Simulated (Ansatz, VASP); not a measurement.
**Two plane-wave programs on Ta**

File INCAR:

```
ALGO     = Normal         # electronic algorithm
EDIFF    = 1E-7           # SCF threshold, eV
ENCUT    = 520            # plane-wave cutoff, eV
GGA      = PS             # functional
ISIF     = 2              # what is computed and relaxed
ISMEAR   = -1             # smearing method
LASPH    = True           # aspherical terms in the spheres
LCHARG   = False          # write CHGCAR
LREAL    = False          # projectors in reciprocal space
LWAVE    = False          # write WAVECAR
NBANDS   = 18             # bands
NELM     = 100            # most SCF steps
PREC     = Accurate       # precision mode
SIGMA    = 0.05           # smearing width, eV
```

File KPOINTS:

```
k-points
0
Gamma
  11 11 5
```

File POSCAR:

```
Ta
1.0
    2.8809059017      0.0000000000      0.0000000000
   -1.4404529508      2.4949376968      0.0000000000
    0.0000000000      0.0000000000      5.1315999754
Ta
2
Direct
    0.3333333333      0.6666666667      0.2500000000
    0.6666666667      0.3333333333      0.7500000000
```

The input input.yaml:

```yaml
crystal:
  lattice:
    - [2.8809059017, 0.0, 0.0]
    - [-1.4404529508, 2.4949376968, 0.0]
    - [0.0, 0.0, 5.1315999754]
  atoms:
    - { symbol: Ta, position: [0.3333333333, 0.6666666667, 0.25] }
    - { symbol: Ta, position: [0.6666666667, 0.3333333333, 0.75] }
hamiltonian:
  xc: pbesol
  pseudopotentials: { kind: paw }
kpoints:
  mp_grid: { grid: [11, 11, 5] }
scf:
  occupations: { method: fermi_dirac, width: 0.05 }
output:
  forces: true
  stress: true
  eigenvalues: true
```

Change from the starting cell: volume scaled by 0.98.

Alike in both runs: task single point; functional PBEsol; k mesh 11 × 11 × 5; occupations fermi-dirac, width 0.05 eV; no spin polarisation.

|  | VASP | Ansatz |
| --- | --- | --- |
| version | VASP 6.6.1 | Ansatz 0.2.0 |
| potentials or method | VASP PAW PBE potentials, release 64 (Ta_pv) | Ansatz PAW |
| plane-wave cutoff (eV) | 520 | 420 |
| valence electrons in the cell | 22 | 26 |

```tsv
	VASP	Ansatz	Ansatz less VASP
gap on the k mesh at the Fermi level (eV)	none	none	-
pressure (GPa)	-3.5	-3.7	-0.11
largest component of the traceless stress (GPa)	1.03	1.03	+0.005
```

A gap of «none» marks a metal or a gap that the smearing closes. The two sets of potentials don't hold the same shells in valence.

Caveats: the PAW data sets were made with another functional, which shifts forces and pressure a little (VASP); the PAW data sets come from PBE, with cores solved anew for the run's functional, which leaves a small shift of forces and pressure (Ansatz). The runs have no spin-orbit coupling, so splittings on Ta are missing.
